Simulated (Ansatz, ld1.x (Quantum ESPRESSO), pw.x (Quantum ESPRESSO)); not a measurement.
## Ga (Z = 31): does the TM potential hold in the solid?

gallium (Ga), norm-conserving Troullier–Martins (Kleinman–Bylander form), made with ld1.x (Quantum ESPRESSO) 7.5 (PBE, scalar-relativistic). Core [Ar] 3d10, reference 4s1 4p0 (charge +2). Waves: 4p (bound, empty): rc 2.10 bohr; 4s (bound): rc 1.65 bohr. Local part: the s channel. Core correction: a·sin(br)/r model core inside 1.75 bohr.

Atomic tests: cutoffs needed: 12 Ry and 35 Ry (the cutoffs (Ry, on a coarse ladder) from which the occupation-weighted sum of valence levels, in a spherical-Bessel basis at the reference potential, stays within 10 and 1 mRy of its value at 400 Ry); ghost test: no extra level below or beside the all-electron valence levels (p, s, d, f tested) (spherical-Bessel basis up to 400 Ry, 20 bohr box); largest excitation error: -131 meV (all-electron minus pseudo) for 4s2 4p1.3, out of 7 test configurations.

Crystal test: bcc Ga in pw.x 7.5, no spin, 14³ k-points, Fermi–Dirac smearing 0.01 Ry, cutoffs 50/200 Ry. The reference is all-electron LAPW (Ansatz 0.2.0) with the same functional, mesh and smearing; V0 and B0 come from Birch–Murnaghan fits to the pressures at five volumes. Errors are pseudo minus all-electron; Δ is the rms difference of the E(V) curves that follow from these fits, minima aligned, over ±6 % about the mean V0. Mesh and smearing are coarse, so the numbers serve the comparison and aren't converged zero-temperature values; the lattice is a test structure that the element need not adopt.

All-electron: a0 = 3.373 Å (V0 = 19.18 Å³/atom), B0 = 46.6 GPa.

Task: How far does the potential miss the all-electron equation of state?

Result: mean pressure error (GPa): -7.35. The pressure does not cross zero within the volumes sampled, so no fit is given. This is a poor potential for the solid.

```json
{"V (Å³/atom)": "18.452", "P all-electron (GPa)": "2.00", "P pseudo (GPa)": "-6.75"}
{"V (Å³/atom)": "18.937", "P all-electron (GPa)": "0.61", "P pseudo (GPa)": "-7.36"}
{"V (Å³/atom)": "19.423", "P all-electron (GPa)": "-0.57", "P pseudo (GPa)": "-7.85"}
{"V (Å³/atom)": "19.909", "P all-electron (GPa)": "-1.57", "P pseudo (GPa)": "-8.24"}
{"V (Å³/atom)": "20.394", "P all-electron (GPa)": "-2.44", "P pseudo (GPa)": "-8.53"}
```

Task: At the middle volume, how do free energy and pressure move when the wave cutoff is lowered (ecutrho kept at four times it)?

Result:

```tsv
cutoff (Ry)	shift of F (meV/atom)	shift of P (GPa)
22	+90.2	-0.91
30	+26.8	-0.96
40	+1.2	-0.07
```

Input at the middle volume:

```
&control
  calculation='scf', prefix='x', pseudo_dir='./', outdir='./tmp', tstress=.true., disk_io='none'
/
&system
  ibrav=0, nat=1, ntyp=1, ecutwfc=50, ecutrho=200, nbnd=8,
  occupations='smearing', smearing='fd', degauss=0.01
/
&electrons
  conv_thr=1e-09, mixing_beta=0.4, electron_maxstep=70
/
ATOMIC_SPECIES
Ga 1.0 Ga.UPF
CELL_PARAMETERS angstrom
  -1.69337095 1.69337095 1.69337095
  1.69337095 -1.69337095 1.69337095
  1.69337095 1.69337095 -1.69337095
ATOMIC_POSITIONS crystal
Ga 0.0000 0.0000 0.0000
K_POINTS automatic
14 14 14 0 0 0
```

```bash
pw.x < Ga.scf.in > Ga.scf.out
```

Lines of the output:

```
Message from routine setup:
     using ibrav=0 with symmetry is DISCOURAGED, use correct ibrav instead
     lattice parameter (alat)  =       5.5426  a.u.
     unit-cell volume          =     131.0729 (a.u.)^3
     number of electrons       =         3.00
     number of Kohn-Sham states=            8
     kinetic-energy cutoff     =      50.0000  Ry
     charge density cutoff     =     200.0000  Ry
     scf convergence threshold =      1.0E-09
     Exchange-correlation= PBE
     number of k points=   104  Fermi-Dirac smearing, width (Ry)=  0.0100
     iteration #  1     ecut=    50.00 Ry     beta= 0.40
     total energy              =      -6.02020448 Ry
     estimated scf accuracy    <       0.10262407 Ry
     iteration #  2     ecut=    50.00 Ry     beta= 0.40
     total energy              =      -6.00913407 Ry
     estimated scf accuracy    <       0.03506640 Ry
     iteration #  3     ecut=    50.00 Ry     beta= 0.40
     total energy              =      -6.01036766 Ry
     estimated scf accuracy    <       0.00009160 Ry
     iteration #  4     ecut=    50.00 Ry     beta= 0.40
     c_bands:  1 eigenvalues not converged
     c_bands:  1 eigenvalues not converged
     c_bands:  2 eigenvalues not converged
     c_bands:  1 eigenvalues not converged
     c_bands:  2 eigenvalues not converged
     total energy              =      -6.01043175 Ry
     estimated scf accuracy    <       0.00000321 Ry
     iteration #  5     ecut=    50.00 Ry     beta= 0.40
     total energy              =      -6.01043238 Ry
     estimated scf accuracy    <       0.00000011 Ry
     iteration #  6     ecut=    50.00 Ry     beta= 0.40
     total energy              =      -6.01043241 Ry
     estimated scf accuracy    <          4.2E-09 Ry
     iteration #  7     ecut=    50.00 Ry     beta= 0.40
     the Fermi energy is     5.5143 ev
!    total energy              =      -6.01043241 Ry
     estimated scf accuracy    <          1.5E-10 Ry
     smearing contrib. (-TS)   =      -0.00191728 Ry
     The total energy is F=E-TS. E is the sum of the following terms:
     one-electron contribution =       2.49216826 Ry
     hartree contribution      =       0.01617836 Ry
     xc contribution           =      -3.39920139 Ry
     ewald contribution        =      -5.11766036 Ry
     convergence has been achieved in   7 iterations
          total   stress  (Ry/bohr**3)                   (kbar)     P=      -78.54
     Message from routine punch:
     Nothing written, as per user request (disk_io='none')
```

The run at the middle volume (104 k-points, 7 iterations) took about 5.4 s on one core of a shared host (Neoverse-V1, 32 threads, 247 GiB, load 17).
